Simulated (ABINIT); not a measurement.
TiSi2:

```
Ti Si
1.0
    -1.47287    1.71213    4.21208
     1.47287   -1.71213    4.21208
     1.47287    1.71213   -4.21208
Ti Si
1 2
Direct
  0.00000 0.00000 0.00000
  0.67008 0.67008 0.00000
  0.32992 0.32992 0.00000
```

The cell comes from a database or a generator and needn't be the stable form of this composition.

| Quantity | Value |
| --- | --- |
| Program | ABINIT 10.8.3 (patched build) |
| Task | relaxation of cell and atoms |
| Functional | LDA |
| Potentials or basis | JTH PAW LDA v2.0 |
| Cutoff | 408 eV |
| k mesh | 10 × 10 × 10 |
| Occupations | fermi-dirac, width 0.05 eV |
| Spin | no spin polarisation |

At the start: pressure -6.3 GPa; volume 14.16 Å³/atom.

Question: How do energy, volume and symmetry change on relaxing?

Answer: Over 11 steps the energy falls by 13.3 meV/atom and the volume is 13.54 Å³/atom (-4.4 %); space group Immm (No. 71, to 0.05 Å).

The path:
```tsv
step	energy change (eV)	largest force (eV/Å)	pressure (GPa)	volume (Å³)
1	0.0000	0.1487	-6.32	42.49
2	-0.0262	0.1210	-3.74	41.67
3	-0.0392	0.0709	0.29	40.55
4	-0.0394	0.0673	0.05	40.61
5	-0.0397	0.0503	-0.18	40.67
6	-0.0399	0.0217	-0.23	40.69
7	-0.0400	0.0050	-0.10	40.66
8	-0.0400	0.0003	0.00	40.63
9	-0.0400	0.0003	0.04	40.62
10	-0.0400	0.0001	0.04	40.62
11	-0.0400	0.0002	0.01	40.63
```

Final structure:
```
CELL_PARAMETERS angstrom
-1.44825 1.69037 4.14928
1.44825 -1.69037 4.14928
1.44825 1.69037 -4.14928
ATOMIC_POSITIONS crystal
Ti 0.00000 0.00000 0.00000
Si 0.66852 0.66852 0.00000
Si 0.33148 0.33148 0.00000
```
